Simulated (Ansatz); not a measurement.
# graphene monolayer: a dynamics run in two tries

Wanted: a short trajectory, and a check that the input is sound. The slab cell is 3×3, 1 layer thick.

All numbers below are computed with Ansatz 0.2.0 (DFT PBEsol, plane waves, PAW, scalar-relativistic, no spin polarisation).

### Step 1. The starting structure

The cell holds 18 atoms (C18): a = 7.398 Å, b = 7.398 Å, c = 12.000 Å, α = 90.00°, β = 90.00°, γ = 120.00°.

Its coordinates follow in the input file.

### Step 2. First try

The input, input.yaml:

```yaml
accuracy: low
crystal:
  lattice:
    - [7.398, 0.0, 0.0]
    - [-3.699, 6.406856, 0.0]
    - [0.0, 0.0, 12.0]
  atoms:
    - { symbol: C, position: [0.00278215, 0.00237716, 0.08169886] }
    - { symbol: C, position: [0.21988119, 0.11170106, 0.0861558] }
    - { symbol: C, position: [-0.00324273, 0.33540626, 0.0680924] }
    - { symbol: C, position: [0.2202698, 0.44337108, 0.08302154] }
    - { symbol: C, position: [-0.00607824, 0.65947751, 0.07311693] }
    - { symbol: C, position: [0.22265629, 0.77875443, 0.07762583] }
    - { symbol: C, position: [0.33510261, -0.00111552, 0.08715939] }
    - { symbol: C, position: [0.56353216, 0.11192988, 0.08397425] }
    - { symbol: C, position: [0.32942111, 0.32875974, 0.08872579] }
    - { symbol: C, position: [0.56048503, 0.45157197, 0.09140803] }
    - { symbol: C, position: [0.33631648, 0.66784972, 0.08845713] }
    - { symbol: C, position: [0.55380936, 0.78001236, 0.09856009] }
    - { symbol: C, position: [0.66128279, -0.00200638, 0.08472086] }
    - { symbol: C, position: [0.88854334, 0.11325711, 0.07595838] }
    - { symbol: C, position: [0.67045322, 0.33362453, 0.07716327] }
    - { symbol: C, position: [0.88399085, 0.4452276, 0.06847802] }
    - { symbol: C, position: [0.66967539, 0.66887226, 0.09845815] }
    - { symbol: C, position: [0.89111918, 0.77092915, 0.08722522] }
basis:
  ecutwfc: 420.0
kpoints:
  mp_grid: { grid: [2, 2, 1] }
hamiltonian:
  xc: pbesol
  pseudopotentials: { kind: paw, azcp: { folder: soft_1 } }
scf:
  occupations: { method: fermi_dirac, width: 0.02 }
  lower_state_search: "off"
  max_iter: 78
md:
  timestep: 1
  n_steps: 25
  ensemble: nvt_nose_hoover
  temperature: 1400.0
  initial_velocities: maxwell_boltzmann
  seed: 21373
  nose_hoover: { tau: 200.0, chain_length: 3 }
  masses: [{ species: C, mass: 0.0 }]
```

Launch:

```bash
$ ansatz run input.yaml --threads 1 --pin off --max-ram 3072MiB --backend cpu --events-out ev --progress --plain --runs-dir out
```

What does the calculation give? Wanted: first try.

**Answer**, as computed:

```
 quantity                                                                     value
first try                                                                   refused
    cause  an atom is given no mass, so any force would accelerate it without limit
```

**Reading.** The fault in the first input was caught at the input check and cost nothing.
